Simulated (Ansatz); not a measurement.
Calculated with Ansatz (gas phase, PBE0-D4/def2-TZVP geometries, no zero-point term in ΔE). CCSD(T)/CBS adds triple-zeta CCSD(T) − MP2 to the extrapolated MP2 energy (def2 sets, frozen cores). This one scheme is used for every species. Functionals use def2-TZVPP. B3LYP here is the variant with VWN-RPA as its local correlation; programs differ in this. Each species was taken in one conformer, which may not be the lowest.

Reaction (ligand exchange at the Al–C bond): `N=[C](F)[AlH2]` + `CC(C)(C)O` → `CC(C)(C)[O][AlH2]` + `N=CF`

CCSD(T)/CBS gives -32.5 kcal/mol.

(1) Another level gave -33.4 kcal/mol. Which?
A. CCSD/def2-TZVPP
B. revPBE-D4/def2-TZVPP
C. HF/def2-TZVPP
D. B3LYP/def2-TZVPP

Largest T1 diagnostic among the species: 0.014.

## Answers

(1) A. CCSD/def2-TZVPP -33.4, revPBE-D4 -30.7, B3LYP -32.2, HF/def2-TZVPP -34.7 kcal/mol.

At CCSD(T), def2-SVP lies −2.8 kcal/mol from the extrapolated value and def2-TZVPP −0.6 kcal/mol. From BLYP to BHLYP (50 % exact exchange), in def2-TZVPP and without D4, ΔE moves by −2.6 kcal/mol. The D4 term adds −1.4 kcal/mol with B3LYP and −0.9 kcal/mol with PBE0; it sums over pairs of atoms, weighted by their polarisabilities, and B3LYP, whose exchange is more repulsive, gets the larger term.

CCSD(T)/CBS has its own doubt, a few kJ/mol and more with outer-core shells, so smaller differences from it don't rank the levels.
